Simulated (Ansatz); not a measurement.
A run of Ansatz 0.2.0:

File input.yaml:

```yaml
crystal:
  lattice:
    - [4.78, 0.0, 0.0]
    - [-2.39, 4.1396014301, 0.0]
    - [0.0, 0.0, 6.564]
  atoms:
    - { symbol: Ta, position: [0.0, 0.5, 0.1666666667] }
    - { symbol: Ta, position: [0.5, 0.5, 0.8333333333] }
    - { symbol: Ta, position: [0.5, 0.0, 0.5] }
    - { symbol: Si, position: [0.3333, 0.16665, 0.1666666667] }
    - { symbol: Si, position: [0.16665, 0.83335, 0.8333333333] }
    - { symbol: Si, position: [0.83335, 0.6667, 0.5] }
    - { symbol: Si, position: [0.6667, 0.83335, 0.1666666667] }
    - { symbol: Si, position: [0.83335, 0.16665, 0.8333333333] }
    - { symbol: Si, position: [0.16665, 0.3333, 0.5] }
hamiltonian:
  xc: pbe
  pseudopotentials: { kind: paw }
kpoints:
  mp_grid: { grid: [7, 7, 4] }
  band_path:
    path:
      - [[0.0, 0.0, 0.0], [0.5, 0.0, 0.0], [0.3333333333, 0.3333333333, 0.0], [0.0, 0.0, 0.0], [0.0, 0.0, 0.5], [0.5, 0.0, 0.5], [0.3333333333, 0.3333333333, 0.5], [0.0, 0.0, 0.5]]
      - [[0.5, 0.0, 0.5], [0.5, 0.0, 0.0]]
      - [[0.3333333333, 0.3333333333, 0.0], [0.3333333333, 0.3333333333, 0.5]]
    npoints: 10
scf:
  occupations: { method: fermi_dirac, width: 0.05 }
  n_extra_bands: 22
output:
  forces: true
  stress: true
  eigenvalues: true
  fatbands: true
  write_density: true
  write_potential: true
  elf: true
  volumetric_format: npy
```

Potentials or basis: Ansatz PAW.

The run is started by

```sh
$ ansatz run input.yaml --threads 4 --pin off --max-ram 11264MiB --backend cpu --events-out ev --progress --plain --runs-dir out
```

Hardware: 4 threads of Arm Neoverse V1 (shared host).

How long does it take, and how much memory?

Run time: 23 s on 4 threads of Arm Neoverse V1, with other jobs on the host, peak memory 0.7 GiB. Counts: scf iterations 6, plane waves 2523, k points 24, bands 54.
